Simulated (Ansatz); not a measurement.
Wanted: the native input for an Ansatz 0.2.0 run.

- Task: relaxation of cell and atoms
- Functional: PBE0
- Potentials or basis: Ansatz PAW
- Cutoff: 420 eV (not typed: the program's choice for these potentials)
- k mesh: 5 × 5 × 5
- Occupations: fermi-dirac, width 0.05 eV
- Spin: no spin polarisation

The system is In.

```
CELL_PARAMETERS angstrom
-1.88253 1.88253 1.88253
1.88253 -1.88253 1.88253
1.88253 1.88253 -1.88253
ATOMIC_POSITIONS crystal
In 0.00000 0.00000 0.00000
```

This isn't the form of In at room conditions, which is tetragonal.

One way to write it, as run:

input

```
crystal:
  lattice:
    - [-1.88252524, 1.88252524, 1.88252524]
    - [1.88252524, -1.88252524, 1.88252524]
    - [1.88252524, 1.88252524, -1.88252524]
  atoms:
    - { symbol: In, position: [0.0, 0.0, 0.0] }
hamiltonian:
  xc: pbe0
  pseudopotentials: { kind: paw }
kpoints:
  mp_grid: { grid: [5, 5, 5] }
scf:
  occupations: { method: fermi_dirac, width: 0.05 }
output:
  forces: true
  stress: true
  eigenvalues: true
relax:
  f_tol: 0.01
  max_steps: 40
  cell: { stress_tol: 0.05 }
```

It gave:

```yaml
Relaxed_volume: 26.23 Å³/atom
Relaxed_cell: a = 3.242 Å, b = 3.242 Å, c = 3.242 Å, α = 109.47°, β = 109.47°, γ = 109.47°
Space_group_after_relaxing_to_0.05_Å: Im-3m (No. 229)
Energy_gained_by_relaxing: 1.1 meV/atom
Ionic_steps: 4
Pressure_after_relaxing: 0.0 GPa
Band_gap_on_the_k_mesh: none (metal or under the smearing width)
```

Caveat: the k mesh is coarse (spacing up to 0.47 Å⁻¹), so the values aren't converged, least of all with exact exchange; the plane-wave basis is chosen anew once the cell has moved, so the energies of steps on either side of that aren't comparable; the PAW data sets come from PBE, with cores solved anew for the run's functional, which leaves a small shift of forces and pressure.

It took 26 s on 1 × NVIDIA H100 80GB HBM3 with 2 threads of AMD EPYC 7R13 Processor (Zen 3) (shared host), peak memory 1.4 GiB.
